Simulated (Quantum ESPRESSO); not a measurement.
Mn: phonons with LDA

The system is Mn.

```
Mn
1.0
     2.48365    0.00000    0.00000
    -1.24182    2.15090    0.00000
     0.00000    0.00000    4.02620
Mn
2
Cartesian
  0.0000 1.4339 1.0065
  1.2418 0.7170 3.0196
```

This isn't the form of Mn at room conditions, which is a 58-atom cubic cell.

| Property | Result |
| --- | --- |
| Program | Quantum ESPRESSO 7.5 |
| Task | phonons |
| Functional | LDA |
| Potentials or basis | GBRV 1.5 LDA |
| Cutoff | 612 eV |
| Density cutoff | 4898 eV |
| k mesh | 12 × 12 × 7 |
| Occupations | cold, width 0.272 eV |
| Spin | collinear spin, ferromagnetic start |
| Starting moments | [4.0, 4.0] μB |
| Form of the LDA correlation | PZ81 |
| Mixing beta | 0.3 |
| Most SCF iterations | 120 |
| SCF threshold | 4e-10 Ry |

```yaml
Relaxed_volume: 10.03 Å³/atom
Relaxed_cell: a = 2.429 Å, b = 2.429 Å, c = 3.928 Å, α = 90.00°, β = 90.00°, γ = 120.00°
Space_group_after_relaxing_to_0.05_Å: P6_3/mmc (No. 194)
Pressure_after_relaxing: 0.0 GPa
Band_gap_on_the_k_mesh: none (metal or under the smearing width)
Net_moment: 0.00 μB per cell
Absolute_moment: 0.00 μB per cell
Valence_electrons_inside_the_program's_atomic_spheres: Mn 13.43
Highest_phonon_frequency_at_Γ: 183 cm⁻¹
```

Step by step:
| step | energy change (eV) | largest force (eV/Å) | pressure (GPa) | volume (Å³) |
| --- | --- | --- | --- | --- |
| 1 | 0.0000 | 0.0000 | -19.89 | 21.51 |
| 2 | -0.0698 | 0.0000 | 12.21 | 19.40 |
| 3 | -0.0945 | 0.0000 | -1.34 | 20.15 |
| 4 | -0.0948 | 0.0000 | -0.07 | 20.07 |
| 5 | -0.0948 | 0.0000 | 0.00 | 20.07 |
| 6 | -0.0948 | 0.0000 | 0.00 | 20.07 |

Final structure:
```
CELL_PARAMETERS angstrom
2.42909 0.00000 0.00000
-1.21455 2.10365 0.00000
0.00000 0.00000 3.92756
ATOMIC_POSITIONS crystal
Mn 0.33333 0.66667 0.25000
Mn 0.66667 0.33333 0.75000
```

Levels at points of the mesh, in eV from the Fermi level:
Spin up:
| k point | band 12 | band 13 | band 14 | band 15 | band 16 | band 17 | band 18 | band 19 |
| --- | --- | --- | --- | --- | --- | --- | --- | --- |
| (0.00, 0.00, 0.00) | -1.06 | -1.06 | -0.53 | -0.53 | 0.05 | 0.05 | 0.93 | 1.80 |
| (0.00, -0.50, 0.00) | -1.35 | -1.29 | -1.00 | -0.43 | 2.03 | 2.20 | 2.28 | 3.98 |
Spin down:
| k point | band 11 | band 12 | band 13 | band 14 | band 15 | band 16 | band 17 | band 18 | band 19 | band 20 |
| --- | --- | --- | --- | --- | --- | --- | --- | --- | --- | --- |
| (0.00, 0.00, 0.00) | -1.06 | -1.06 | -1.06 | -0.53 | -0.53 | 0.05 | 0.05 | 0.93 | 1.80 | 1.80 |
| (0.00, -0.50, 0.00) | -4.04 | -1.35 | -1.29 | -1.00 | -0.43 | 2.03 | 2.20 | 2.28 | 3.98 | 6.22 |

Phonon frequencies in cm⁻¹ (negative: imaginary):
```tsv
q point	frequencies
(0.000, 0.000, 0.000)	-9 -9 -8 147 147 183
```

Optical modes at Γ, degenerate ones joined:
| cm⁻¹ | components | symmetry | active in |
| --- | --- | --- | --- |
| 147 | 2 | E2g | Raman |
| 183 | 1 | B1g | silent |

It took 16 min on 1 thread of Arm Neoverse V1 (shared host), peak memory 0.13 GiB.

Caveat: the mesh is thin for the phonons of a metal; the starting moments collapsed, and a magnetic state may lie lower.
